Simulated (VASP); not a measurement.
# BAs (F-43m) in VASP: further runs

The runs below take BAs through phonons, dielectric tensor, with PBEsol.

Program: VASP 6.6.1. These are calculated values, not measurements. Logs are shortened: lines on timing, memory, paths and dates and some standing lists are left out, and cuts for length are marked.

### Step 1. The structure

The structure is cubic, space group F-43m (No. 216). The conventional cell has a = 4.777 Å, b = 4.777 Å, c = 4.777 Å, α = 90.00°, β = 90.00°, γ = 90.00°. Around B (site symmetry -43m) lie 4 As at 2.07 Å. As (site symmetry -43m) has 4 B at 2.07 Å as nearest neighbours.

### Step 2. Phonons, PBEsol

POSCAR

```
BAs
1.0
    0.0000000000      2.3885000000      2.3885000000
    2.3885000000      0.0000000000      2.3885000000
    2.3885000000      2.3885000000      0.0000000000
  B               As
     1     1
Direct
     0.0000000000000000    0.0000000000000000    0.0000000000000000
     0.2500000000000000    0.2500000000000000    0.2500000000000000
```

INCAR.step1

```
PREC = Accurate
ENCUT = 600
EDIFF = 1E-8
ISMEAR = 0
SIGMA = 0.03
LREAL = F
LASPH = T
NELM = 80
ALGO = Fast
ISIF = 3
LWAVE = F
LCHARG = F
GGA = PS
IBRION = 2
NSW = 40
EDIFFG = -0.002
```

INCAR.step2

```
PREC = Accurate
ENCUT = 600
EDIFF = 1E-8
ISMEAR = 0
SIGMA = 0.03
LREAL = F
LASPH = T
NELM = 80
ALGO = Fast
ISIF = 2
LWAVE = F
LCHARG = F
GGA = PS
IBRION = 6
NFREE = 2
POTIM = 0.015
NSW = 1
```

KPOINTS

```
regular mesh
0
Gamma
  10 10 10
```

Potentials or basis: VASP PAW PBE potentials, release 64 (B, As).

Launch:

```console
cat potpaw_PBE.64/B/POTCAR potpaw_PBE.64/As/POTCAR > POTCAR
cp INCAR.step1 INCAR
mpirun -np 1 vasp_std > vasp.out
cp CONTCAR POSCAR
cp INCAR.step2 INCAR
mpirun -np 1 vasp_std > vasp.out
```

OUTCAR:

```text
PREC = Accurate
   ENCUT = 600
   EDIFF = 1E-8
   ISMEAR = 0
   LREAL = F
   LASPH = T
   NELM = 80
   ISIF = 2
   GGA = PS
   IBRION = 6
   NFREE = 2
   POTIM = 0.015
   NSW = 1

 ion  position               nearest neighbor table
   1  0.000  0.000  0.000-   2 2.07   2 2.07   2 2.07   2 2.07
   2  0.250  0.250  0.250-   1 2.07   1 2.07   1 2.07   1 2.07

  LATTYP: Found a face centered cubic cell.
 ALAT       =     4.7775248104

  Lattice vectors:

 A1 = (   0.0000000000,   2.3887624052,   2.3887624052)
 A2 = (   2.3887624052,   0.0000000000,   2.3887624052)
 A3 = (   2.3887624052,   2.3887624052,   0.0000000000)

Analysis of symmetry for initial positions (statically):
=====================================================================
 Subroutine PRICEL returns:
 Original cell was already a primitive cell.

 Routine SETGRP: Setting up the symmetry group for a
 face centered cubic supercell.

 Subroutine GETGRP returns: Found 24 space group operations
 (whereof 24 operations were pure point group operations)
 out of a pool of 48 trial point group operations.

The static configuration has the point symmetry T_d .

Analysis of symmetry for dynamics (positions and initial velocities):
=====================================================================
 Subroutine PRICEL returns:
 Original cell was already a primitive cell.

 Routine SETGRP: Setting up the symmetry group for a
 face centered cubic supercell.

 Subroutine GETGRP returns: Found 24 space group operations
 (whereof 24 operations were pure point group operations)
 out of a pool of 48 trial point group operations.

The dynamic configuration has the point symmetry T_d .

 Subroutine INISYM returns: Found 24 space group operations
 (whereof 24 operations are pure point group operations),
 and found     1 'primitive' translations

----------------------------------------------------------------------------------------

                                     Primitive cell

  volume of cell :      27.2614

  direct lattice vectors                    reciprocal lattice vectors
     0.000000000  2.388762405  2.388762405    -0.209313408  0.209313408  0.209313408
     2.388762405  0.000000000  2.388762405     0.209313408 -0.209313408  0.209313408
     2.388762405  2.388762405  0.000000000     0.209313408  0.209313408 -0.209313408

  length of vectors
     3.378220191  3.378220191  3.378220191     0.362541457  0.362541457  0.362541457

  position of ions in fractional coordinates (direct lattice)
     0.000000000  0.000000000  0.000000000
     0.250000000  0.250000000  0.250000000

  ion indices of the primitive-cell ions
   primitive index   ion index
                 1           1
                 2           2

----------------------------------------------------------------------------------------

 KPOINTS: regular mesh

Automatic generation of k-mesh.
 Grid dimensions read from file:
 generate k-points for:   10   10   10

 Generating k-lattice:

  Cartesian coordinates                     Fractional coordinates (reciprocal lattice)
    -0.020931341  0.020931341  0.020931341     0.100000000  0.000000000  0.000000000
     0.020931341 -0.020931341  0.020931341     0.000000000  0.100000000  0.000000000
     0.020931341  0.020931341 -0.020931341     0.000000000  0.000000000  0.100000000

  Length of vectors
     0.036254146  0.036254146  0.036254146

  Shift w.r.t. Gamma in fractional coordinates (k-lattice)
     0.000000000  0.000000000  0.000000000

 Subroutine IBZKPT returns following result:
 ===========================================

 Found     47 irreducible k-points:

 Following reciprocal coordinates:
            Coordinates               Weight
  0.000000  0.000000  0.000000      1.000000
  0.100000  0.000000  0.000000      8.000000
  0.200000  0.000000  0.000000      8.000000
  0.300000  0.000000  0.000000      8.000000
  0.400000  0.000000  0.000000      8.000000
  0.500000  0.000000  0.000000      4.000000
[... 16 lines left out ...]
  0.300000  0.300000  0.000000      6.000000
  0.400000  0.300000  0.000000     24.000000
 [... further k-points ...]
   k-points           NKPTS =     47   k-points in BZ     NKDIM =     47   number of bands    NBANDS=      8
   number of dos      NEDOS =    301   number of ions     NIONS =      2
   total plane-waves  NPLWV =  21952
   dimension x,y,z NGX =    28 NGY =   28 NGZ =   28
   dimension x,y,z NGXF=    56 NGYF=   56 NGZF=   56
   ions per type =               1   1
   NGX,Y,Z   is equivalent  to a cutoff of  13.78, 13.78, 13.78 a.u.
   NGXF,Y,Z  is equivalent  to a cutoff of  27.56, 27.56, 27.56 a.u.
 SYSTEM =  unknown system
   PREC   = accura    normal or accurate (medium, high low for compatibility)
   ISTART =      0    job   : 0-new  1-cont  2-samecut
   ICHARG =      2    charge: 1-file 2-atom 10-const
   ISPIN  =      1    spin polarized calculation?
   LNONCOLLINEAR =      F non collinear calculations
   LSORBIT =      F    spin-orbit coupling
   LASPH  =      T    aspherical Exc in radial PAW
   ENCUT  =  600.0 eV  44.10 Ry    6.64 a.u.   6.75  6.75  6.75*2*pi/ulx,y,z
   NELM   =     80;   NELMIN=  2; NELMDL=  0     # of ELM steps
   EDIFF  = 0.1E-07   stopping-criterion for ELM
   LREAL  =      F    real-space projection
   EDIFFG = 0.1E-06   stopping-criterion for IOM
   NSW    =     61    number of steps for IOM
   IBRION =      6    ionic relax: 0-MD 1-quasi-New 2-CG
   NFREE  =      2    steps in history (QN), initial steepest desc. (CG)
   ISIF   =      2    stress and relaxation
   ISYM   =      2    0-nonsym 1-usesym 2-fastsym
   POTIM  = 0.0150    time-step for ionic-motion
   TEBEG  =    0.0;   TEEND  =   0.0 temperature during run
   PSTRESS=    0.0 pullay stress
   NELECT =       8.0000    total number of electrons
   NUPDOWN=      -1.0000    fix difference up-down
   EMIN   =  10.00;   EMAX   =-10.00  energy-range for DOS
   EFERMI =   0.00;   METHOD = LEGACY
   ISMEAR =     0;   SIGMA  =   0.03  broadening in eV -4-tet -1-fermi 0-gaus
   EFERMI_NEDOS =   21; number of points for ismear=-14 and -15
   IALGO  =     68    algorithm
   IMIX   =      4    mixing-type and parameters
     AMIX     =   0.40;   BMIX     =  1.00
     AMIX_MAG =   1.60;   BMIX_MAG =  1.00
  volume/ion in A,a.u.               =      13.63        91.98
  Fermi-wavevector in a.u.,A,eV,Ry     =   1.087899  2.055831 16.102822  1.183524
  Thomas-Fermi vector in A             =   2.224069
   LORBIT       =      0    0 simple, 1 ext, 2 COOP (PROOUT), +10 PAW based schemes
   GGA     = PS    functional components
   LHFCALC =     F    Hartree Fock is set to
   AEXX    =    0.0000 exact exchange contribution
   IVDW    =     0    specifies the selected vdW correction
   LEPSILON=     F    determine dielectric tensor
   LRPA    =     F    only Hartree local field effects (RPA)
 finite differences with symmetry
 non-spin polarized calculation
 RMM-DIIS sequential band-by-band and
 Gauss-broadening in eV      SIGMA  =   0.03
  energy-cutoff  :      600.00
  volume of cell :       27.26
 maximum number of plane-waves:       941
   NGX = 13   NGY = 13   NGZ = 13

--------------------------------------- Ionic step        1  -------------------------------------------

 number of electron       8.0000000 magnetization

 Free energy of the ion-electron system (eV)
  ---------------------------------------------------
  ext. energy  EPLUGINS =         0.00000000
  ---------------------------------------------------
  free energy    TOTEN  =       -12.20478180 eV

  energy without entropy =      -12.20478180  energy(sigma->0) =      -12.20478180

------------------------ aborting loop because EDIFF is reached ----------------------------------------

  FORCE on cell =-STRESS in cart. coord.  units (eV):
  Direction    XX          YY          ZZ          XY          YZ          ZX
  --------------------------------------------------------------------------------------
  -------------------------------------------------------------------------------------
  Total        0.0011387      0.0011387      0.0011387     -0.0000000      0.0000000     -0.0000000
  in kB        0.0669220      0.0669220      0.0669220     -0.0000000      0.0000000     -0.0000000
  external PRESSURE =       0.0669220 kB  Pullay stress =       0.0000000 kB
[... 129 lines left out ...]
  energy  without entropy=      -12.2029116563  energy(sigma->0) =      -12.20291166

--------------------------------------- Ionic step        5  -------------------------------------------

 number of electron       8.0000000 magnetization

 Free energy of the ion-electron system (eV)
  ---------------------------------------------------
  ext. energy  EPLUGINS =         0.00000000
  ---------------------------------------------------
  free energy    TOTEN  =       -12.20291166 eV

  energy without entropy =      -12.20291166  energy(sigma->0) =      -12.20291166

 E-fermi :   6.2782     XC(G=0): -10.7296

 val. band max:        6.1455442003   @ k =   0.0000   0.0000   0.0000
 cond. band min:       7.1144835672   @ k =   0.0000   0.4000   0.4000
 fundamental gap:      0.9689393669
 Fermi energy:         6.2781534157

 k-point     1 :       0.0000    0.0000    0.0000
  band No.  band energies     occupation
      1      -9.3940      2.00000
      2       5.9341      2.00000
      3       6.0409      2.00000
      4       6.1455      2.00000
      5       9.1983      0.00000
      6       9.2781      0.00000
      7       9.3609      0.00000
      8      10.7176      0.00000
[... 243 lines left out ...]
 k-point    24 :       0.4000    0.3000    0.0000
  band No.  band energies     occupation
      1      -6.7430      2.00000
      2      -0.4443      2.00000
      3       2.0600      2.00000
      4       2.5308      2.00000
      5       7.6409      0.00000
      6       9.3299      0.00000
      7      14.8491      0.00000
      8      15.1040      0.00000

 [... further k-points ...]
[... 5 lines left out ...]
  --------------------------------------------------------------------------------------
  -------------------------------------------------------------------------------------
  Total        0.0013155      0.0048496      0.0048496      0.0000000      0.1137031      0.0000000
  in kB        0.0773150      0.2850173      0.2850173      0.0000000      6.6824252      0.0000000
  external PRESSURE =       0.2157832 kB  Pullay stress =       0.0000000 kB
[... 17 lines left out ...]
  FREE ENERGIE OF THE ION-ELECTRON SYSTEM (eV)
  ---------------------------------------------------
  free  energy   TOTEN  =       -12.2029116613 eV

  energy  without entropy=      -12.2029116613  energy(sigma->0) =      -12.20291166

 INTERNAL STRAIN TENSORS FROM DISPLACED ATOMS
 ============================================

 INTERNAL STRAIN TENSOR FOR ION    1 for displacements in x,y,z  (eV/Angst):
          X           Y           Z          XY          YZ          ZX
  --------------------------------------------------------------------------------
  x    -0.00000    -0.00000    -0.00000     0.00000     7.57810     0.00000
  y    -0.00000    -0.00000    -0.00000     0.00000     0.00000     7.57810
  z    -0.00000    -0.00000    -0.00000     7.57810     0.00000     0.00000

 INTERNAL STRAIN TENSOR FOR ION    2 for displacements in x,y,z  (eV/Angst):
          X           Y           Z          XY          YZ          ZX
  --------------------------------------------------------------------------------
  x     0.00000    -0.00000    -0.00000     0.00000    -7.58178     0.00000
  y     0.00000     0.00000     0.00000     0.00000     0.00000    -7.58178
  z    -0.00000    -0.00000     0.00000    -7.58178     0.00000     0.00000

 Eigenvectors and eigenvalues of the dynamical matrix
 ----------------------------------------------------

   1 f  =   20.736441 THz   130.290903 2PiTHz  691.693226 cm-1    85.758991 meV
             X         Y         Z           dx          dy          dz
      0.000000  0.000000  0.000000     0.000000   -0.934822    0.000000
      1.194381  1.194381  1.194381     0.000000    0.355116    0.000000

   2 f  =   20.736441 THz   130.290903 2PiTHz  691.693226 cm-1    85.758991 meV
             X         Y         Z           dx          dy          dz
      0.000000  0.000000  0.000000     0.934822    0.000000    0.000000
      1.194381  1.194381  1.194381    -0.355116    0.000000    0.000000
[... 11 lines left out ...]
   5 f/i=    0.000197 THz     0.001237 2PiTHz    0.006568 cm-1     0.000814 meV
             X         Y         Z           dx          dy          dz
      0.000000  0.000000  0.000000     0.288784    0.154955    0.136748
      1.194381  1.194381  1.194381     0.760208    0.407910    0.359981

   6 f/i=    0.000197 THz     0.001237 2PiTHz    0.006568 cm-1     0.000814 meV
             X         Y         Z           dx          dy          dz
      0.000000  0.000000  0.000000     0.083674    0.127189   -0.320825
      1.194381  1.194381  1.194381     0.220267    0.334818   -0.844555

 ELASTIC MODULI CONTR FROM IONIC RELAXATION (kBar)
 Direction    XX          YY          ZZ          XY          YZ          ZX
 --------------------------------------------------------------------------------
 XX          -0.0000     -0.0000     -0.0000     -0.0000      0.0000      0.0000
 YY          -0.0000     -0.0000     -0.0000     -0.0000     -0.0000      0.0000
 ZZ          -0.0000     -0.0000     -0.0000      0.0000     -0.0000      0.0000
 XY          -0.0000     -0.0000      0.0000   -203.1374      0.0000      0.0000
 YZ           0.0000     -0.0000     -0.0000      0.0000   -203.1374      0.0000
 ZX           0.0000      0.0000      0.0000      0.0000      0.0000   -203.1374
 --------------------------------------------------------------------------------
```

Run time: 63 s. Hardware: 1 thread of Intel Xeon 6975P-C (Granite Rapids), shared host; peak memory 0.23 GiB.

What came out:

```
Highest phonon frequency at Γ, LO-TO splitting left out : 692 cm⁻¹
```

Phonon frequencies in cm⁻¹ (negative: imaginary):
| q point | frequencies |
| --- | --- |
| (0.000, 0.000, 0.000) | 0 0 0 692 692 692 |

Caveat: the PAW data sets were made with another functional, which shifts forces and pressure a little.

[end of part 1 of 2]
